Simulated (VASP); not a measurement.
# FeSi23 (a cell with a defect) in VASP: notebook, part 2 of 2

VASP 6.6.1.

## (3) Relaxation of the atoms, PBEsol+U, collinear spin, ferromagnetic start (atoms moved at random, drawn with an rms of 0.05 Å)

Contents of INCAR:

```
SYSTEM = FeSi23
PREC     = Accurate       ! precision mode
ENCUT    = 350            ! plane-wave cutoff, eV
EDIFF    = 1E-5           ! SCF threshold, eV
ISMEAR   = 0              ! smearing method
SIGMA    = 0.03           ! smearing width, eV
LREAL    = Auto         
LASPH    = .True.         ! aspherical terms in the spheres
NELM     = 120            ! most SCF steps
ALGO     = Normal         ! electronic algorithm
ISIF     = 2              ! what is computed and relaxed
LWAVE    = .False.        ! write WAVECAR
LCHARG   = .False.        ! write CHGCAR
ISPIN    = 2              ! spin polarisation
MAGMOM   = 4 0 0 0 0 0 0 0 0 0 0 0 0 0 0 0 0 0 0 0 0 0 0 0 ! initial moments
LORBIT   = 11             ! projections on sites
NUPDOWN  = 4              ! fixed moment
LMAXMIX  = 4              ! l up to which the mixer works
LDAU     = .True.         ! DFT+U
LDAUTYPE = 2            
LDAUL    = 2 -1           ! shell
LDAUU    = 4 0            ! U, eV
LDAUJ    = 0 0          
LDAUPRINT= 1            
GGA      = PS             ! functional
IBRION   = 2              ! ionic algorithm
NSW      = 60             ! ionic steps
EDIFFG   = -0.03          ! ionic threshold
ISYM     = 0            
KPAR     = 4
```

Contents of KPOINTS:

```
regular mesh
0
Gamma
  2 3 3
  0 0 0
```

Contents of POSCAR:

```
FeSi23
1.0
    0.0000000000      8.1555000000      8.1555000000
    5.4370000000      0.0000000000      5.4370000000
    5.4370000000      5.4370000000      0.0000000000
Fe Si
1 23
Direct
   -0.0019570000      0.0003600000      0.0016180000
    0.0023520000     -0.0016790000      0.4981950000
    0.0027350000      0.4966000000     -0.0012820000
    0.0007840000      0.5048110000      0.4940640000
    0.3380520000      0.0029640000     -0.0063920000
    0.3326460000     -0.0006540000      0.4992250000
    0.3326120000      0.4944900000      0.0068860000
    0.3356400000      0.4943640000      0.4995040000
    0.6688200000      0.0044100000     -0.0000880000
    0.6707740000     -0.0069800000      0.5022750000
    0.6699950000      0.5030330000     -0.0028820000
    0.6716460000      0.4999780000      0.4977190000
    0.0777520000      0.1366670000      0.1252050000
    0.0771610000      0.1285410000      0.6293370000
    0.0831060000      0.6212410000      0.1228890000
    0.0855790000      0.6233910000      0.6209430000
    0.4159270000      0.1247370000      0.1231680000
    0.4132210000      0.1297450000      0.6186670000
    0.4188780000      0.6227710000      0.1228100000
    0.4197310000      0.6283970000      0.6215800000
    0.7538100000      0.1228910000      0.1285920000
    0.7462550000      0.1359120000      0.6217880000
    0.7517610000      0.6226210000      0.1229210000
    0.7525790000      0.6209160000      0.6258130000
```

Potentials or basis: VASP PAW PBE potentials, release 64 (Fe, Si).

Command:

```console
cat potpaw_PBE.64/Fe/POTCAR potpaw_PBE.64/Si/POTCAR > POTCAR
mpirun -np 4 vasp_std > vasp.out
```

It took 16 min on 4 MPI ranks of Intel Xeon 6975P-C (Granite Rapids), shared host; peak memory 0.66 GiB.

It converged, with:

* Free energy: -135.7233 eV
* Energy gained by relaxing: 14.5 meV/atom
* Ionic steps: 12
* Pressure after relaxing: 0.1 GPa
* Largest force after relaxing: 0.024 eV/Å
* Net moment: 4.00 μB per cell
* Site moments: Fe +3.27; Si +0.01, +0.02, +0.00, -0.01, -0.00, +0.04 μB
* Valence electrons inside the program's atomic spheres: Fe 7.04; Si 1.68, 1.69, 1.71

Forces on the atoms (eV/Å):
```
Fe  -0.006 -0.013  0.005
Si  -0.016  0.012  0.004
Si  -0.007  0.013  0.010
Si  -0.004  0.016  0.003
Si   0.011 -0.001 -0.012
Si   0.006 -0.010  0.007
Si   0.005  0.013 -0.005
Si  -0.009  0.018 -0.002
Si   0.006 -0.007 -0.004
Si  -0.001  0.012  0.007
Si  -0.006  0.003 -0.002
Si  -0.004  0.014 -0.001
Si  -0.010  0.003 -0.015
Si   0.004 -0.007 -0.006
Si   0.006 -0.005 -0.003
Si   0.017 -0.008  0.004
Si   0.015 -0.008 -0.002
Si  -0.003 -0.001  0.020
Si   0.009 -0.009 -0.006
Si   0.005 -0.020 -0.013
Si  -0.004 -0.008  0.008
Si  -0.007  0.009  0.014
Si   0.005 -0.002 -0.002
Si  -0.010 -0.014 -0.009
```

Stress tensor (GPa, compression positive):
```
 0.18 -0.30 -0.29
-0.30  0.05  0.24
-0.29  0.24  0.05
```

Step by step:
| step | energy change (eV) | largest force (eV/Å) | pressure (GPa) |
| --- | --- | --- | --- |
| 1 | 0.0000 | 1.3212 | 0.23 |
| 2 | -0.3052 | 0.2504 | 0.08 |
| 3 | -0.3053 | 0.2391 | 0.07 |
| 4 | -0.3286 | 0.1703 | 0.07 |
| 5 | -0.3318 | 0.1991 | 0.09 |
| 6 | -0.3400 | 0.1066 | 0.09 |
| 7 | -0.3417 | 0.0856 | 0.10 |
| 8 | -0.3444 | 0.0600 | 0.13 |
| 9 | -0.3451 | 0.0755 | 0.14 |
| 10 | -0.3473 | 0.0419 | 0.13 |
| 11 | -0.3483 | 0.0570 | 0.16 |
| 12 | -0.3492 | 0.0241 | 0.09 |

Final structure:
```xyz
24
Lattice="0.0000 8.1555 8.1555 5.4370 0.0000 5.4370 5.4370 5.4370 0.0000" Properties=species:S:1:pos:R:3 pbc="T T T"
Fe    0.0061    8.1380    8.1378
Si    2.7191   10.8705    8.1559
Si    8.1488    5.4276    2.7310
Si    5.4338    2.7146    2.7275
Si    0.0070    2.7150    2.7218
Si    8.1335    5.4387    8.1727
Si    8.1289    8.1708    5.4485
Si    5.4292    5.4339    5.4469
Si   10.8655   10.8933   10.8998
Si    2.7338    8.1531    5.4316
Si    8.1654   10.8682    8.1662
Si    5.4333    8.1587    8.1707
Si    1.3673    1.3665    1.3774
Si    4.0505    4.0822    1.3874
Si    4.0416    1.3832    4.0919
Si    6.7859    4.0746    4.0899
Si    1.3261    4.0937    4.0974
Si    4.0861    6.7910    4.0697
Si    4.0794    4.0674    6.8056
Si    6.7827    6.7983    6.8065
Si    1.4023    6.7813    6.7842
Si    4.0797    9.5128    6.8028
Si    4.0746    6.7994    9.5276
Si    6.7990    9.5159    9.5249
```

Eigenvalues of the final occupation matrices:
| site | spin | trace | eigenvalues |
| --- | --- | --- | --- |
| site 1 d | 1 | 4.64 | 0.92 0.92 0.93 0.94 0.94 |
| site 1 d | 2 | 1.50 | 0.02 0.02 0.45 0.48 0.54 |

Caveat: the PAW data sets were made with another functional, which shifts forces and pressure a little; the total moment is fixed, so each spin has its own Fermi level; the U is typed as a test and isn't derived for this compound. The state reached can hang on the start; a lower one may exist.

## (4) Single point, PBEsol+U, collinear spin, ferromagnetic start

Changes to INCAR since step 3:

```diff
@@ -16,3 +16,2 @@
 LORBIT   = 11             ! projections on sites
-NUPDOWN  = 4              ! fixed moment
 LMAXMIX  = 4              ! l up to which the mixer works
@@ -25,5 +24,3 @@
 GGA      = PS             ! functional
-IBRION   = 2              ! ionic algorithm
-NSW      = 60             ! ionic steps
-EDIFFG   = -0.03          ! ionic threshold
+NBANDS   = 72             ! bands
 ISYM     = 0
```

KPOINTS is that of step 3.

Contents of POSCAR:

```
FeSi23                                  
1.0
    0.0000000000      8.1555000000      8.1555000000
    5.4370000000      0.0000000000      5.4370000000
    5.4370000000      5.4370000000      0.0000000000
  Fe              Si            
     1    23
Direct
     0.9974636571222208    0.0005400459177667    0.0005812750573974
     0.9997804608517913    0.0004114436505349    0.4996901271962856
     0.0006006996902104    0.5013971101385035    0.9973692779900074
     0.0005104531603344    0.5008892058544251    0.4985204551355950
     0.3328943081743075    0.0012599664345154    0.0000194567445460
     0.3358383847039934    0.9994117697906764    0.4965467972297648
     0.3366118703241808    0.4972026155518907    0.9979044804702537
     0.3342282615824884    0.5004859639458571    0.4980798125295475
     0.6699539112275642    0.9998124215068575    0.9986215559706521
     0.6652483711046787    0.0011287520474294    0.5016943178078811
     0.6663636461637193    0.5024270090350651    0.9993856392072111
     0.6680198237363862    0.5007602723147919    0.4985537552121789
     0.0843949594219891    0.1267477835236532    0.1247407204655731
     0.0869990151373299    0.1246697275502044    0.6203230309135153
     0.0878892783301351    0.6207699532885236    0.1225738445123174
     0.0845213196327056    0.6254592278710076    0.6226375881538889
     0.4208876756424227    0.1222868608314565    0.1216101739749083
     0.4153391091623347    0.1255130838432876    0.6260293041970263
     0.4165086942234698    0.6269628450947529    0.1233317571152988
     0.4182473129977994    0.6245052967227323    0.6230097641682398
     0.7457023103225920    0.1292301194510931    0.1286887334267513
     0.7501662241762305    0.1259609585472299    0.6243943634577627
     0.7511726617514788    0.6256108299615192    0.1238180925762795
     0.7505165913596333    0.6260837371262248    0.6244306764871317
```

Command:

```console
cat potpaw_PBE.64/Fe/POTCAR potpaw_PBE.64/Si/POTCAR > POTCAR
mpirun -np 4 vasp_std > vasp.out
```

It took 5 min on 4 MPI ranks of Intel Xeon 6975P-C (Granite Rapids), shared host; peak memory 0.65 GiB.

It converged, with:

```yaml
Free_energy: -135.7234 eV
Pressure: 0.1 GPa
Largest_force: 0.035 eV/Å
Band_gap_on_the_k_mesh: none (metal or under the smearing width)
Net_moment: 3.94 μB per cell
Site_moments: Fe +3.26; Si +0.01, +0.02, +0.00, -0.01, -0.00, +0.03 μB
Valence_electrons_inside_the_program's_atomic_spheres: Fe 7.04; Si 1.68, 1.69, 1.71
```

Forces on the atoms (eV/Å):
```
Fe  -0.019 -0.006  0.014
Si  -0.018  0.016  0.001
Si  -0.008  0.009  0.014
Si  -0.011  0.017  0.003
Si  -0.001 -0.001 -0.013
Si   0.005 -0.009  0.006
Si   0.005  0.013 -0.003
Si  -0.009  0.018 -0.002
Si   0.000 -0.001  0.002
Si  -0.003  0.013  0.008
Si  -0.007  0.005  0.000
Si  -0.003  0.014 -0.001
Si  -0.014 -0.011 -0.030
Si   0.022 -0.004 -0.010
Si   0.024 -0.008  0.001
Si   0.016 -0.008  0.004
Si   0.025 -0.012 -0.007
Si  -0.003 -0.004  0.021
Si   0.009 -0.009 -0.008
Si   0.005 -0.019 -0.013
Si  -0.003 -0.006  0.010
Si  -0.006  0.007  0.015
Si   0.006 -0.002 -0.003
Si  -0.011 -0.013 -0.008
```

Stress tensor (GPa, compression positive):
```
 0.20 -0.31 -0.31
-0.31  0.07  0.22
-0.31  0.22  0.07
```

Levels at points of the mesh, in eV from the Fermi level:
Spin up:
| k point | band 48 | band 49 | band 50 | band 51 | band 52 | band 53 | band 54 | band 55 | band 56 | band 57 |
| --- | --- | --- | --- | --- | --- | --- | --- | --- | --- | --- |
| (0.00, 0.00, 0.00) | -1.00 | -0.65 | -0.64 | 0.25 | 0.49 | 0.52 | 0.67 | 0.71 | 0.71 | 0.78 |
| (0.50, 0.00, 0.00) | -1.13 | -0.79 | -0.69 | -0.69 | 0.49 | 0.50 | 0.54 | 0.56 | 0.58 | 0.62 |
Spin down:
```tsv
k point	band 44	band 45	band 46	band 47	band 48	band 49	band 50	band 51	band 52	band 53
(0.00, 0.00, 0.00)	-1.19	-1.19	-0.75	-0.54	-0.53	0.27	0.51	0.60	0.70	0.73
(0.50, 0.00, 0.00)	-1.42	-1.07	-1.04	-0.65	-0.65	0.04	0.19	0.41	0.58	0.61
```

Eigenvalues of the final occupation matrices:
```tsv
site	spin	trace	eigenvalues
site 1 d	1	4.64	0.92 0.92 0.93 0.94 0.94
site 1 d	2	1.51	0.02 0.02 0.47 0.47 0.53
```

Caveat: the PAW data sets were made with another functional, which shifts forces and pressure a little; the U is typed as a test and isn't derived for this compound. The state reached can hang on the start; a lower one may exist.

## (5) Overview

```csv
task,fixed moment (μB),cell,gap on the mesh (eV),pressure (GPa),moment (μB),largest force (eV/Å)
relaxation of the atoms,-,atoms relaxed,none,0.0,3.11,0.03
relaxation of the atoms,4,"atoms relaxed from: atoms moved at random, drawn with an rms of 0.05 Å",-,0.1,4.00,0.02
single point,-,"P1, 20.09 Å³/atom",none,0.1,3.94,0.04
```

Alike in all rows: level PBEsol+U; potentials or basis VASP PAW PBE potentials, release 64 (Fe, Si); spin collinear, ferromagnetic start; Fe d U = 4 eV; k mesh 2 × 3 × 3; cutoff (eV) 350; smearing gaussian 0.03 eV.

Caveats: the PAW data sets were made with another functional, which shifts forces and pressure a little; the U is typed as a test and isn't derived for this compound; the total moment is fixed, so each spin has its own Fermi level (some runs).

Absolute energies hang on the potentials; compare differences alone.
